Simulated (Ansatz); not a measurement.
Level of theory: DFT PBE, scalar-relativistic, plane waves, PAW (Ansatz 0.2.0). Settings: cutoff 420 eV, Γ-centred meshes spaced at most about 0.3 Å⁻¹, and about 0.25 Å⁻¹ or finer for metals (2π included), Gaussian smearing. No spin polarisation in the final relaxations.

Each of these unrelaxed guesses is relaxed in cell and atoms within its symmetry. A guess keeps its type if space group and coordination stay and the shape of the cell changes little (axis ratios within about 15 %, angles within 6°); the volume may change.

1. Ba

Space group Cmmm (No. 65). a = 4.969 Å, b = 6.884 Å, c = 8.510 Å, α = 90.00°, β = 90.00°, γ = 90.00°
```
atom  site  symmetry       x       y       z
  Ba    8n       m.. 0.5000  0.2969  0.2958
```

2. Ca2Se

Space group P-3m1 (No. 164). a = 3.522 Å, b = 3.522 Å, c = 6.527 Å, α = 90.00°, β = 90.00°, γ = 120.00°
```tsv
atom	site	symmetry	x	y	z
Ca	2d	3m.	0.6667	0.3333	0.7587
Se	1a	-3m.	0.0000	0.0000	0.0000
```

Task: Which keep their type?

Result: Guess 2 keeps its type.

```json
{"guess": "1", "kept": "no", "start group": "Cmmm", "end group": "Pm-3m", "V start (Å³/atom)": "36.4", "V end": "61.4", "b/a and c/a, end over start": "-", "nearest neighbours start": "Ba 3", "nearest neighbours end": "Ba 6"}
{"guess": "2", "kept": "yes", "start group": "P-3m1", "end group": "P-3m1", "V start (Å³/atom)": "23.4", "V end": "33.1", "b/a and c/a, end over start": "1.00, 0.89", "nearest neighbours start": "Ca 3, Se 6", "nearest neighbours end": "Ca 3, Se 6"}
```

Neighbours count within 15 % of an atom's shortest distance; end groups are read at 0.02 Å (0.05 Å in metals).

Cells relaxed within their symmetry can be saddle points.
